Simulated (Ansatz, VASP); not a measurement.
**Two plane-wave programs on Be**

The input INCAR:

```
ALGO = Normal ; EDIFF = 1E-6
ENCUT = 520 ; GGA = PE
ISIF = 2 ; ISMEAR = -1
LASPH = True ; LCHARG = False
LREAL = False ; LWAVE = False
NBANDS = 12 ; NELM = 100
PREC = Accurate ; SIGMA = 0.1
```

The input KPOINTS:

```
k-points
0
Gamma
  8 8 3
```

The input POSCAR:

```
Be
1.0
    2.1064200000      1.3921820000      0.0000000000
    2.1064200000     -1.3921820000      0.0000000000
    0.0000000000      0.0000000000     -5.6790580000
Be
4
Direct
    0.1500000000      0.8500000000      0.8830000000
    0.3500000000      0.6500000000      0.3830000000
    0.8500000000      0.1500000000      0.1170000000
    0.6500000000      0.3500000000      0.6170000000
```

Input for Ansatz:

```yaml
crystal:
  lattice:
    - [2.10642, 1.392182, 0.0]
    - [2.10642, -1.392182, 0.0]
    - [0.0, 0.0, -5.679058]
  atoms:
    - { symbol: Be, position: [0.15, 0.85, 0.883] }
    - { symbol: Be, position: [0.35, 0.65, 0.383] }
    - { symbol: Be, position: [0.85, 0.15, 0.117] }
    - { symbol: Be, position: [0.65, 0.35, 0.617] }
  symmetry: { tolerance: 0.0003 }
kpoints:
  mp_grid: { grid: [8, 8, 3], shift: [0, 0, 0] }
magnetization:
  spin_polarized: false
scf:
  occupations: { method: fermi_dirac }
hamiltonian:
  pseudopotentials: { kind: paw }
  xc: pbe
basis:
  ecutwfc: 420
output:
  forces: true
  stress: true
  eigenvalues: true
```

The cell was built by a generator and needn't be a form met in nature.

Alike in both runs: task single point; functional PBE; k mesh 8 × 8 × 3; no spin polarisation.

|  | VASP | Ansatz |
| --- | --- | --- |
| version | VASP 6.6.1 | Ansatz 0.2.0 |
| potentials or method | VASP PAW PBE potentials, release 64 (Be) | PAW plane waves |
| plane-wave cutoff (eV) | 520 | 420 |
| occupations | fermi-dirac, width 0.1 eV | fermi-dirac |
| valence electrons in the cell | 8 | 8 |

VASP gave:

| Property | Result |
| --- | --- |
| gap on the k mesh at the Fermi level (eV) | none |
| pressure (GPa) | 23.3 |
| largest component of the traceless stress (GPa) | 56.60 |
| rms of the force components (eV/Å) | 3.905 |

Task: Estimate Ansatz's values.

Result: gap on the k mesh at the Fermi level (eV): none; pressure (GPa): 23.1; largest component of the traceless stress (GPa): 56.42; rms of the force components (eV/Å): 3.888.

Atom by atom the forces differ by 0.018 eV/Å (rms over components). A gap of «none» marks a metal or a gap that the smearing closes.

Caveats: the k mesh is coarse (spacing up to 0.37 Å⁻¹), so the values aren't converged; so large a pressure means that the cell lies far from this level's equilibrium, or that cutoff or potentials fall short (VASP); forces of over 1 eV/Å show positions far from the minimum, so gaps and moduli don't describe the material at rest.
